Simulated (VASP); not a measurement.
# GaSe (P6_3/mmc) in VASP: settings compared

Aim: see how the results for GaSe move with the level of theory and the settings. Levels: PBE+D3(BJ), PBE, rev-vdW-DF2. Tasks: relaxation of cell and atoms.

Everything below comes from runs of VASP 6.6.1. Logs are shortened: lines on timing, memory, paths and dates and some standing lists are left out, and cuts for length are marked.

## 1. The structure

The structure is hexagonal, space group P6_3/mmc (No. 194). Conventional cell: a = 3.771 Å, b = 3.771 Å, c = 15.971 Å, α = 90.00°, β = 90.00°, γ = 120.00°. Ga (site symmetry 3m) is surrounded by 1 Ga at 2.45 Å and 3 Se at 2.48 Å. Around Se (site symmetry 3m) lie 3 Ga at 2.48 Å.

## 2. Relaxation of cell and atoms, PBE+D3(BJ)

INCAR reads:

```
SYSTEM = GaSe
  PREC = Accurate
  ENCUT = 600
  EDIFF = 1E-7
  ISMEAR = 0
  SIGMA = 0.03
  LREAL = .FALSE.
  LASPH = .TRUE.
  NELM = 80
  ALGO = Normal
  ISIF = 3
  LWAVE = .FALSE.
  LCHARG = .FALSE.
  GGA = PE
  IVDW = 12
  IBRION = 2
  NSW = 90
  EDIFFG = -0.005
  KPAR = 4
```

KPOINTS reads:

```
regular mesh
0
G
  12 12 2
  0 0 0
```

POSCAR reads:

```
GaSe                                    
1.0
    3.7709758337      0.0000000000     -0.0000000000
   -1.8854879168      3.2657608690     -0.0000000000
    0.0000000000      0.0000000000     15.9712918297
  Ga              Se            
     4     4
Direct
     0.3333333332999970    0.6666666667000030    0.1734410702058591
     0.6666666667000030    0.3333333332999970    0.6734410702058590
     0.3333333332999970    0.6666666667000030    0.3265589297941410
     0.6666666667000030    0.3333333332999970    0.8265589297941410
     0.3333333332999970    0.6666666667000030    0.5995059460791368
     0.6666666667000030    0.3333333332999970    0.0995059460791369
     0.3333333332999970    0.6666666667000030    0.9004940539208632
     0.6666666667000030    0.3333333332999970    0.4004940539208631
```

Potentials or basis: VASP PAW PBE potentials, release 64 (Ga_d, Se).

The run is started by

```sh
$ cat potpaw_PBE.64/Ga_d/POTCAR potpaw_PBE.64/Se/POTCAR > POTCAR
$ mpirun -np 4 vasp_std > vasp.out
```

OUTCAR:

```text
SYSTEM = GaSe
   PREC = Accurate
   ENCUT = 600
   EDIFF = 1E-7
   ISMEAR = 0
   LREAL = .FALSE.
   LASPH = .TRUE.
   NELM = 80
   ISIF = 3
   GGA = PE
   IVDW = 12
   IBRION = 2
   NSW = 90
   EDIFFG = -0.005
 IVDW          = 12

 ion  position               nearest neighbor table
   1  0.333  0.667  0.173-   3 2.45   6 2.48   6 2.48   6 2.48
   2  0.667  0.333  0.673-   4 2.45   5 2.48   5 2.48   5 2.48
   3  0.333  0.667  0.327-   1 2.45   8 2.48   8 2.48   8 2.48
   4  0.667  0.333  0.827-   2 2.45   7 2.48   7 2.48   7 2.48
   5  0.333  0.667  0.600-   2 2.48   2 2.48   2 2.48
   6  0.667  0.333  0.100-   1 2.48   1 2.48   1 2.48
   7  0.333  0.667  0.900-   4 2.48   4 2.48   4 2.48
   8  0.667  0.333  0.400-   3 2.48   3 2.48   3 2.48

  LATTYP: Found a hexagonal cell.
 ALAT       =     3.7709758337
 C/A-ratio  =     4.2353206528

  Lattice vectors:

 A1 = (   3.7709758337,   0.0000000000,   0.0000000000)
 A2 = (  -1.8854879168,   3.2657608690,   0.0000000000)
 A3 = (   0.0000000000,   0.0000000000,  15.9712918297)

Analysis of symmetry for initial positions (statically):
=====================================================================
 Subroutine PRICEL returns:
 Original cell was already a primitive cell.

 Routine SETGRP: Setting up the symmetry group for a
 hexagonal supercell.

 Subroutine GETGRP returns: Found 24 space group operations
 (whereof 12 operations were pure point group operations)
 out of a pool of 24 trial point group operations.

The static configuration has the point symmetry D_3d.
 The point group associated with its full space group is D_6h.

Analysis of symmetry for dynamics (positions and initial velocities):
=====================================================================
 Subroutine PRICEL returns:
 Original cell was already a primitive cell.

 Routine SETGRP: Setting up the symmetry group for a
 hexagonal supercell.

 Subroutine GETGRP returns: Found 24 space group operations
 (whereof 12 operations were pure point group operations)
 out of a pool of 24 trial point group operations.

The dynamic configuration has the point symmetry D_3d.
 The point group associated with its full space group is D_6h.

 Subroutine INISYM returns: Found 24 space group operations
 (whereof 12 operations are pure point group operations),
 and found     1 'primitive' translations

----------------------------------------------------------------------------------------

                                     Primitive cell

  volume of cell :     196.6881

  direct lattice vectors                    reciprocal lattice vectors
     3.770975834  0.000000000  0.000000000     0.265183349  0.153103678  0.000000000
    -1.885487917  3.265760869  0.000000000     0.000000000  0.306207356  0.000000000
     0.000000000  0.000000000 15.971291830     0.000000000  0.000000000  0.062612343

  length of vectors
     3.770975834  3.770975834 15.971291830     0.306207356  0.306207356  0.062612343

  position of ions in fractional coordinates (direct lattice)
     0.333333333  0.666666667  0.173441070
     0.666666667  0.333333333  0.673441070
     0.333333333  0.666666667  0.326558930
     0.666666667  0.333333333  0.826558930
     0.333333333  0.666666667  0.599505946
     0.666666667  0.333333333  0.099505946
     0.333333333  0.666666667  0.900494054
     0.666666667  0.333333333  0.400494054

  ion indices of the primitive-cell ions
   primitive index   ion index
                 1           1
                 2           2
                 3           3
                 4           4
                 5           5
                 6           6
                 7           7
                 8           8

----------------------------------------------------------------------------------------

[... 91 lines left out ...]
  Fermi-wavevector in a.u.,A,eV,Ry     =   1.192395  2.253299 19.344827  1.421805
  Thomas-Fermi vector in A             =   2.328434
   LORBIT       =      0    0 simple, 1 ext, 2 COOP (PROOUT), +10 PAW based schemes
   GGA     = PE    functional components
   LHFCALC =     F    Hartree Fock is set to
   AEXX    =    0.0000 exact exchange contribution
   IVDW    =    12    specifies the selected vdW correction
   LEPSILON=     F    determine dielectric tensor
   LRPA    =     F    only Hartree local field effects (RPA)
 conjugate gradient relaxation of ions
 non-spin polarized calculation
 Gauss-broadening in eV      SIGMA  =   0.03
  energy-cutoff  :      600.00
  volume of cell :      196.69
 maximum number of plane-waves:      6607
   NGX = 15   NGY = 15   NGZ = 63

--------------------------------------- Ionic step        1  -------------------------------------------

 number of electron      75.9999991 magnetization

 Free energy of the ion-electron system (eV)
  ---------------------------------------------------
  ext. energy  EPLUGINS =         0.00000000
  ---------------------------------------------------
  free energy    TOTEN  =       -30.23557474 eV

  energy without entropy =      -30.23557474  energy(sigma->0) =      -30.23557474

------------------------ aborting loop because EDIFF is reached ----------------------------------------

 Edisp (eV)   -2.32024

 E8    (eV) :    -1.0194

  FORCE on cell =-STRESS in cart. coord.  units (eV):
  Direction    XX          YY          ZZ          XY          YZ          ZX
  --------------------------------------------------------------------------------------
  -------------------------------------------------------------------------------------
  Total      -0.00019    -0.00019    -0.04777    -0.00000     0.00000     0.00000
  in kB      -0.00156    -0.00156    -0.38915    -0.00000     0.00000     0.00000
  external pressure =       -0.13 kB  Pullay stress =        0.00 kB

 VOLUME and BASIS-vectors are now :
 -----------------------------------------------------------------------------
  energy-cutoff  :      600.00
  volume of cell :      196.69
      direct lattice vectors                 reciprocal lattice vectors
     3.770975834  0.000000000  0.000000000     0.265183349  0.153103678  0.000000000
    -1.885487917  3.265760869  0.000000000     0.000000000  0.306207356  0.000000000
     0.000000000  0.000000000 15.971291830     0.000000000  0.000000000  0.062612343

 POSITION                                       TOTAL-FORCE (eV/Angst)
 -----------------------------------------------------------------------------------
     -0.00000      2.17717      2.77008        -0.000000      0.000000      0.007027
      1.88549      1.08859     10.75572        -0.000000     -0.000000      0.007027
     -0.00000      2.17717      5.21557        -0.000000      0.000000     -0.007027
      1.88549      1.08859     13.20121        -0.000000     -0.000000     -0.007027
     -0.00000      2.17717      9.57488         0.000000     -0.000000      0.000259
      1.88549      1.08859      1.58924         0.000000     -0.000000      0.000259
     -0.00000      2.17717     14.38205         0.000000      0.000000     -0.000259
      1.88549      1.08859      6.39641         0.000000      0.000000     -0.000259
 -----------------------------------------------------------------------------------
    total drift:                               -0.000000      0.000000      0.000000

  FREE ENERGIE OF THE ION-ELECTRON SYSTEM (eV)
  ---------------------------------------------------
  free  energy   TOTEN  =       -32.5558176842 eV

  energy  without entropy=      -32.5558176842  energy(sigma->0) =      -32.55581768

--------------------------------------- Ionic step        2  -------------------------------------------

 number of electron      75.9999991 magnetization

 Free energy of the ion-electron system (eV)
  ---------------------------------------------------
  ext. energy  EPLUGINS =         0.00000000
  ---------------------------------------------------
  free energy    TOTEN  =       -30.23482217 eV

  energy without entropy =      -30.23482217  energy(sigma->0) =      -30.23482217

 E-fermi :   3.5427     XC(G=0):  -9.2442

 val. band max:        3.4142391077   @ k =   0.0000   0.0000   0.0000
 cond. band min:       4.2614374148   @ k =   0.0000   0.0000   0.0000
 fundamental gap:      0.8471983071
 Fermi energy:         3.5426781875

 k-point     1 :       0.0000    0.0000    0.0000
  band No.  band energies     occupation
      1     -11.7794      2.00000
      2     -11.7792      2.00000
      3     -11.6583      2.00000
      4     -11.6583      2.00000
      5     -11.6582      2.00000
      6     -11.6582      2.00000
[... 1141 lines left out ...]
     44       7.4649      0.00000
     45       7.6784      0.00000

 [... further k-points ...]

------------------------ aborting loop because EDIFF is reached ----------------------------------------

 Edisp (eV)   -2.32101

 E8    (eV) :    -1.0197

  FORCE on cell =-STRESS in cart. coord.  units (eV):
  Direction    XX          YY          ZZ          XY          YZ          ZX
  --------------------------------------------------------------------------------------
  -------------------------------------------------------------------------------------
  Total       0.00654     0.00654     0.00930     0.00000     0.00000    -0.00000
  in kB       0.05327     0.05327     0.07575     0.00000     0.00000    -0.00000
  external pressure =        0.06 kB  Pullay stress =        0.00 kB

 VOLUME and BASIS-vectors are now :
 -----------------------------------------------------------------------------
  energy-cutoff  :      600.00
  volume of cell :      196.63
      direct lattice vectors                 reciprocal lattice vectors
     3.770971489 -0.000000000  0.000000000     0.265183654  0.153103854  0.000000000
    -1.885485745  3.265757107 -0.000000000     0.000000000  0.306207708  0.000000000
     0.000000000  0.000000000 15.966690644    -0.000000000  0.000000000  0.062630386

 POSITION                                       TOTAL-FORCE (eV/Angst)
 -----------------------------------------------------------------------------------
     -0.00000      2.17717      2.76962        -0.000000     -0.000000     -0.001948
      1.88549      1.08859     10.75296        -0.000000     -0.000000     -0.001948
     -0.00000      2.17717      5.21373         0.000000      0.000000      0.001948
      1.88549      1.08859     13.19707        -0.000000     -0.000000      0.001948
     -0.00000      2.17717      9.57214         0.000000      0.000000      0.000247
      1.88549      1.08859      1.58879        -0.000000      0.000000      0.000247
     -0.00000      2.17717     14.37790         0.000000      0.000000     -0.000247
      1.88549      1.08859      6.39455         0.000000     -0.000000     -0.000247
 -----------------------------------------------------------------------------------
    total drift:                               -0.000000      0.000000      0.000000

  FREE ENERGIE OF THE ION-ELECTRON SYSTEM (eV)
  ---------------------------------------------------
  free  energy   TOTEN  =       -32.5558277955 eV

  energy  without entropy=      -32.5558277955  energy(sigma->0) =      -32.55582780

 reached required accuracy - stopping structural energy minimisation
```

Wall time 3.6 min (4 MPI ranks of Intel Xeon Platinum 8259CL at 2.50GHz (Skylake/Cascade Lake), shared host); peak memory 0.57 GiB.

What came out:

```
Free energy                            : -32.5558 eV
Relaxed volume                         : 24.58 Å³/atom
Relaxed cell                           : a = 3.771 Å, b = 3.771 Å, c = 15.967 Å, α = 90.00°, β = 90.00°, γ = 120.00°
Space group after relaxing (to 0.05 Å) : P6_3/mmc (No. 194)
Energy gained by relaxing              : 0.0 meV/atom
Ionic steps                            : 2
Pressure after relaxing                : 0.0 GPa
Band gap on the k mesh                 : 0.85 eV, direct
Dispersion energy per atom             : -0.290 eV
```

Final structure:
```cif
data_structure
_symmetry_space_group_name_H-M 'P 1'
_symmetry_Int_Tables_number 1
_cell_length_a 3.7710
_cell_length_b 3.7710
_cell_length_c 15.9667
_cell_angle_alpha 90.000
_cell_angle_beta 90.000
_cell_angle_gamma 120.000
_cell_volume 196.63
loop_
_atom_site_label
_atom_site_type_symbol
_atom_site_fract_x
_atom_site_fract_y
_atom_site_fract_z
_atom_site_occupancy
Ga1 Ga 0.33333 0.66667 0.17346 1
Ga2 Ga 0.66667 0.33333 0.67346 1
Ga3 Ga 0.33333 0.66667 0.32654 1
Ga4 Ga 0.66667 0.33333 0.82654 1
Se1 Se 0.33333 0.66667 0.59951 1
Se2 Se 0.66667 0.33333 0.09951 1
Se3 Se 0.33333 0.66667 0.90049 1
Se4 Se 0.66667 0.33333 0.40049 1
```

A k mesh can miss the band edges.

[end of part 1 of 3]
